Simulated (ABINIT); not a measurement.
# CdS (Hawleyite) (F-43m) in ABINIT: settings compared

The runs below take CdS (Hawleyite) through band structure, equation of state, with revPBE, BLYP+D3.

All numbers are computed with ABINIT 10.8.3 (patched build); they aren't measurements. Logs are shortened: lines on timing, memory, paths and dates and some standing lists are left out, and cuts for length are marked. The log counts tension as positive stress, the text compression.

### 1 The crystal as given

The structure is cubic, space group F-43m (No. 216). Conventional cell: a = 5.833 Å, b = 5.833 Å, c = 5.833 Å, α = 90.00°, β = 90.00°, γ = 90.00°. Around Cd (site symmetry -43m) lie 4 S at 2.53 Å. S (site symmetry -43m) is surrounded by 4 Cd at 2.53 Å.

### 2 Band structure, revPBE

run.abi

```
# Datasets: ground state, then fixed potential
ndtset 2

# Pseudopotentials
pp_dirpath "./"
pseudos "Cd.GGA_PBE-JTH.xml, S.GGA_PBE-JTH.xml"

# Structure
acell 3*1.0
rprim
     0.0000000000     5.5113862425     5.5113862425
     5.5113862425     0.0000000000     5.5113862425
     5.5113862425     5.5113862425     0.0000000000
ntypat 2
znucl 48 16
natom 2
typat 1 2
xred
     0.0000000000     0.0000000000     0.0000000000
     0.7500000000     0.7500000000     0.7500000000

# Plane-wave basis
ecut 22.0
pawecutdg 44.0

# Exchange and correlation
ixc 14

# Bands and occupations
occopt 3
tsmear 0.05 eV

# SCF cycle
nstep 100

# Output
iomode 3
prtwf 0
prteig 0
prtebands 0
enunit 1
prtden1 1

# Dataset 1
kptopt1 1
ngkpt1 8 8 8
nshiftk1 1
shiftk1 0.0 0.0 0.0
nband1 13
tolvrs1 1.0e-9

# Dataset 2: bands along G-X-W-K-G-L-U-W-L-K
iscf2 -2
getden2 1
nband2 19
nbdbuf2 4
tolwfr2 1.0e-11
kptopt2 -9
ndivsm2 8
prteig2 1
prtvol2 -3
kptbounds2
     0.0000000000     0.0000000000     0.0000000000
     0.5000000000     0.0000000000     0.5000000000
     0.5000000000     0.2500000000     0.7500000000
     0.3750000000     0.3750000000     0.7500000000
     0.0000000000     0.0000000000     0.0000000000
     0.5000000000     0.5000000000     0.5000000000
     0.6250000000     0.2500000000     0.6250000000
     0.5000000000     0.2500000000     0.7500000000
     0.5000000000     0.5000000000     0.5000000000
     0.3750000000     0.3750000000     0.7500000000
```

Potentials or basis: JTH PAW PBE v2.0.

On the command line:

```
$ abinit run.abi > log 2>&1
```

run.abo:

```text
.Version 10.8.3 of ABINIT
 DATASET    1 : space group F-4 3 m (#216); Bravais cF (face-center cubic)
================================================================================
 Values of the parameters that define the memory need for DATASET  1.
     intxc =       0    ionmov =       0      iscf =      17    lmnmax =      18
     lnmax =       6     mgfft =      36  mpssoang =       3    mqgrid =    3001
     natom =       2  nloc_mem =       2    nspden =       1   nspinor =       1
    nsppol =       1      nsym =      24    n1xccc =       1    ntypat =       2
    occopt =       3   xclevel =       2
       mpw =        1666          nfft =       46656          nkpt =          29
 PAW method is used; the additional fine FFT grid is defined by:
   mgfftf=        48    nfftf =    110592
================================================================================
================================================================================

 DATASET    2 : space group F-4 3 m (#216); Bravais cF (face-center cubic)
================================================================================
 Values of the parameters that define the memory need for DATASET  2.
     intxc =       0    ionmov =       0      iscf =      -2    lmnmax =      18
     lnmax =       6     mgfft =      36  mpssoang =       3    mqgrid =    3001
     natom =       2  nloc_mem =       2    nspden =       1   nspinor =       1
    nsppol =       1      nsym =      24    n1xccc =       1    ntypat =       2
    occopt =       3   xclevel =       2
       mpw =        1673          nfft =       46656          nkpt =         139
 PAW method is used; the additional fine FFT grid is defined by:
   mgfftf=        48    nfftf =    110592
================================================================================
================================================================================

--------------------------------------------------------------------------------
------------- Echo of variables that govern the present computation ------------
--------------------------------------------------------------------------------
 -outvars: echo values of preprocessed input variables --------
            acell      1.0000000000E+00  1.0000000000E+00  1.0000000000E+00 Bohr
              amu      1.12411000E+02  3.20660000E+01
             ecut      2.20000000E+01 Hartree
           enunit           1
           getden1          0
           getden2          1
             iscf1         17
             iscf2         -2
              ixc          14
           jdtset        1    2
           kptopt1          1
           kptopt2         -9
         kptrlatt        8    0    0      0    8    0      0    0    8
          kptrlen1     6.23542174E+01
          kptrlen2     3.00000000E+01
            natom           2
            nband1         13
            nband2         19
           nbdbuf1          0
           nbdbuf2          4
[... 1432 lines left out ...]
 Integrated electronic density in atomic spheres:
 ------------------------------------------------
 Atom  Sphere_radius  Integrated_density
    1        2.50234         10.47769564
    2        1.90380          3.59209404

================================================================================

 ----iterations are completed or convergence reached----

 Mean square residual over all n,k,spin=   60.180E-13; max=  99.942E-13
 reduced coordinates (array xred) for    2 atoms
       0.000000000000      0.000000000000      0.000000000000
       0.750000000000      0.750000000000      0.750000000000

 cartesian coordinates (angstrom) at end:
    1      0.00000000000000     0.00000000000000     0.00000000000000
    2      4.37474999705509     4.37474999705509     4.37474999705509
 length scales=  1.000000000000  1.000000000000  1.000000000000 bohr
              =  0.529177210544  0.529177210544  0.529177210544 angstroms
 Eigenvalues (   eV  ) for nkpt= 139  k points:
 kpt#   1, nband= 19, wtk=  1.00000, kpt=  0.0000  0.0000  0.0000 (reduced coord)
  -8.67952   -4.04882   -4.04882   -4.04882   -3.57260   -3.57260    3.68071    3.68071
   3.68071    4.94097   10.25452   10.25452   10.25452   15.06219   15.06219   15.31258
  17.12304   17.12304   17.12304
 kpt#   2, nband= 19, wtk=  1.00000, kpt=  0.0217  0.0000  0.0217 (reduced coord)
  -8.67691   -4.04753   -4.04745   -4.04745   -3.57315   -3.57220    3.62583    3.66997
   3.66997    4.99978   10.22969   10.26875   10.26875   14.98640   15.06458   15.35276
  17.14010   17.14010   17.15682
 kpt#   3, nband= 19, wtk=  1.00000, kpt=  0.0435  0.0000  0.0435 (reduced coord)
  -8.66912   -4.04364   -4.04337   -4.04337   -3.57475   -3.57101    3.48438    3.63816
   3.63816    5.15285   10.15771   10.31130   10.31130   14.78171   15.07160   15.47280
  17.19120   17.19120   17.24132
 kpt#   4, nband= 19, wtk=  1.00000, kpt=  0.0652  0.0000  0.0652 (reduced coord)
  -8.65629   -4.03706   -4.03661   -4.03661   -3.57735   -3.56905    3.29485    3.58643
   3.58643    5.36097   10.04552   10.38145   10.38145   14.49565   15.08361   15.66623
  17.27607   17.27607   17.34827
 kpt#   5, nband= 19, wtk=  1.00000, kpt=  0.0870  0.0000  0.0870 (reduced coord)
[... 525 lines left out ...]
   2.33665    8.12660    9.43451   11.80954   12.23284   13.69226   15.38144   17.60582
  18.89327   19.07313   19.75092
 kpt# 137, nband= 19, wtk=  1.00000, kpt=  0.3929  0.3929  0.7143 (reduced coord)
  -8.14848   -3.85971   -3.77870   -3.64195   -3.53558   -3.00281   -0.23894    1.20461
   2.27076    8.10393    9.37005   11.98860   12.42173   13.50519   15.40677   17.74613
  18.94763   19.02217   19.88500
 kpt# 138, nband= 19, wtk=  1.00000, kpt=  0.3839  0.3839  0.7321 (reduced coord)
  -8.14147   -3.85442   -3.76680   -3.65060   -3.53210   -2.99371   -0.22846    1.17053
   2.21171    8.06493    9.28935   12.17180   12.59205   13.37670   15.46813   17.79276
  18.77433   19.05321   20.10600
 kpt# 139, nband= 19, wtk=  1.00000, kpt=  0.3750  0.3750  0.7500 (reduced coord)
  -8.13698   -3.85017   -3.75774   -3.65903   -3.52773   -2.99285   -0.22690    1.17999
   2.16109    8.01982    9.19279   12.30118   12.73705   13.35101   15.56682   17.72658
  18.56747   19.11126   20.23883

== END DATASET(S) ==============================================================
================================================================================

 -outvars: echo values of variables after computation  --------
            acell      1.0000000000E+00  1.0000000000E+00  1.0000000000E+00 Bohr
           etotal1    -5.7861254074E+01
            fcart1     1.5267513384E-30  8.3494213821E-31 -1.5267513384E-30
                      -1.5267513384E-30 -8.3494213821E-31  1.5267513384E-30
            rprim      0.0000000000E+00  5.5113862425E+00  5.5113862425E+00
                       5.5113862425E+00  0.0000000000E+00  5.5113862425E+00
                       5.5113862425E+00  5.5113862425E+00  0.0000000000E+00
           strten1    -1.5302809937E-04 -1.5302809937E-04 -1.5302809937E-04
                       0.0000000000E+00  0.0000000000E+00  0.0000000000E+00
           xangst      0.0000000000E+00  0.0000000000E+00  0.0000000000E+00
                       4.3747499971E+00  4.3747499971E+00  4.3747499971E+00
             xred      0.0000000000E+00  0.0000000000E+00  0.0000000000E+00
                       7.5000000000E-01  7.5000000000E-01  7.5000000000E-01
 Calculation completed.
```

Run time: 3 min. Hardware: 1 thread of Arm Neoverse V2, shared host; peak memory 0.17 GiB.

What came out:

```
Free energy                                           : -1574.4849 eV
Pressure                                              : 4.5 GPa
Band gap on the k mesh                                : 1.26 eV, direct
Band gap along the path                               : 1.26 eV, direct
Valence electrons inside the program's atomic spheres : Cd 10.48; S 3.59
```

Levels at the corners of the path, in eV from the valence-band top:
| point | band 6 | band 7 | band 8 | band 9 | band 10 | band 11 | band 12 | band 13 |
| --- | --- | --- | --- | --- | --- | --- | --- | --- |
| Γ | -7.25 | 0.00 | 0.00 | 0.00 | 1.26 | 6.57 | 6.57 | 6.57 |
| X | -6.80 | -3.92 | -1.87 | -1.87 | 3.69 | 4.42 | 9.35 | 10.85 |
| W | -6.62 | -3.88 | -2.24 | -2.16 | 5.45 | 5.55 | 7.31 | 8.17 |
| K | -6.67 | -3.91 | -2.50 | -1.52 | 4.34 | 5.51 | 8.62 | 9.06 |
| Γ | -7.25 | 0.00 | 0.00 | 0.00 | 1.26 | 6.57 | 6.57 | 6.57 |
| L | -6.87 | -4.36 | -0.75 | -0.75 | 3.10 | 7.05 | 7.05 | 7.61 |
| U | -6.67 | -3.91 | -2.50 | -1.52 | 4.34 | 5.51 | 8.62 | 9.06 |
| W | -6.62 | -3.88 | -2.24 | -2.16 | 5.45 | 5.55 | 7.31 | 8.17 |
| L | -6.87 | -4.36 | -0.75 | -0.75 | 3.10 | 7.05 | 7.05 | 7.61 |
| K | -6.67 | -3.91 | -2.50 | -1.52 | 4.34 | 5.51 | 8.62 | 9.06 |

Caveat: the PAW data sets were made with another functional, which shifts forces and pressure a little. A hybrid or GW would open this gap; revPBE tends to underestimate it.

### 3 Equation of state, BLYP+D3

run.abi

```
# Datasets: one volume each
ndtset 7
getwfk -1
scalecart1 3*0.9795861087
scalecart2 3*0.9864848297
scalecart3 3*0.9932883884
scalecart4 3*1.0000000000
scalecart5 3*1.0066227096
scalecart6 3*1.0131594038
scalecart7 3*1.0196128224

# Pseudopotentials
pp_dirpath "./"
pseudos "Cd.GGA_PBE-JTH.xml, S.GGA_PBE-JTH.xml"

# Structure
acell 3*1.0 Angstrom
rprim
     0.0000000000     2.9165000000     2.9165000000
     2.9165000000     0.0000000000     2.9165000000
     2.9165000000     2.9165000000     0.0000000000
ntypat 2
znucl 48 16
natom 2
typat 1 2
xred
     0.0000000000     0.0000000000     0.0000000000
     0.7500000000     0.7500000000     0.7500000000

# Plane-wave basis
ecut 22.0
pawecutdg 44.0

# k points
kptopt 1
ngkpt 8 8 8
nshiftk 1
shiftk 0.0 0.0 0.0

# Exchange and correlation
ixc -106131
vdw_xc 6

# Bands and occupations
nband 13
occopt 3
tsmear 0.05 eV

# SCF cycle
nstep 100
tolvrs 1.0e-9

# Output
iomode 3
prtwf 1
prtden 0
prteig 0
prtebands 0
```

Potentials or basis: JTH PAW PBE v2.0.

On the command line:

```
$ abinit run.abi > log 2>&1
```

run.abo:

```text
.Version 10.8.3 of ABINIT
 DATASET    1 : space group F-4 3 m (#216); Bravais cF (face-center cubic)
================================================================================
 Values of the parameters that define the memory need for DATASET  1.
     intxc =       0    ionmov =       0      iscf =      17    lmnmax =      18
     lnmax =       6     mgfft =      36  mpssoang =       3    mqgrid =    3001
     natom =       2  nloc_mem =       2    nspden =       1   nspinor =       1
    nsppol =       1      nsym =      24    n1xccc =       1    ntypat =       2
    occopt =       3   xclevel =       2
       mpw =        1565          nfft =       46656          nkpt =          29
 PAW method is used; the additional fine FFT grid is defined by:
   mgfftf=        48    nfftf =    110592
================================================================================
================================================================================
[... 71 lines left out ...]
 DATASET    7 : space group F-4 3 m (#216); Bravais cF (face-center cubic)
[... 1466 lines left out ...]
                      -3.0535026748E-30 -3.0535026748E-30  9.1605080244E-30
            fcart5     9.4794164365E-32 -2.6310665970E-48 -9.4794164365E-32
                      -9.4794164365E-32  2.6310665970E-48  9.4794164365E-32
[... 38 lines left out ...]
                       0.0000000000E+00  0.0000000000E+00  0.0000000000E+00
           xangst1     0.0000000000E+00  0.0000000000E+00  0.0000000000E+00
                       4.2854443290E+00  4.2854443290E+00  4.2854443290E+00
           xangst2     0.0000000000E+00  0.0000000000E+00  0.0000000000E+00
                       4.3156245087E+00  4.3156245087E+00  4.3156245087E+00
           xangst3     0.0000000000E+00  0.0000000000E+00  0.0000000000E+00
                       4.3453883772E+00  4.3453883772E+00  4.3453883772E+00
           xangst4     0.0000000000E+00  0.0000000000E+00  0.0000000000E+00
                       4.3747500000E+00  4.3747500000E+00  4.3747500000E+00
           xangst5     0.0000000000E+00  0.0000000000E+00  0.0000000000E+00
                       4.4037226988E+00  4.4037226988E+00  4.4037226988E+00
           xangst6     0.0000000000E+00  0.0000000000E+00  0.0000000000E+00
                       4.4323191018E+00  4.4323191018E+00  4.4323191018E+00
           xangst7     0.0000000000E+00  0.0000000000E+00  0.0000000000E+00
                       4.4605511948E+00  4.4605511948E+00  4.4605511948E+00
             xred      0.0000000000E+00  0.0000000000E+00  0.0000000000E+00
                       7.5000000000E-01  7.5000000000E-01  7.5000000000E-01
 Calculation completed.
```

Run time: 2.8 min. Hardware: 1 thread of Arm Neoverse V2, shared host; peak memory 0.16 GiB.

Results:

| Property | Result |
| --- | --- |
| Equilibrium volume | 25.48 Å³/atom |
| Bulk modulus | 60 GPa |
| Pressure derivative of the bulk modulus | 5.1 |

Energy against volume, from the lowest point:
```
volume (Å³/atom)  energy (meV/atom)
          23.319              40.70
          23.815              23.03
          24.312              10.74
          24.808               3.24
          25.304               0.00
          25.800               0.54
          26.296               4.40
```

Caveat: pressures at fixed basis lie under the slope of the energies; the PAW data sets were made with another functional, which shifts forces and pressure a little. Zero-point motion and thermal expansion aren't in these numbers.
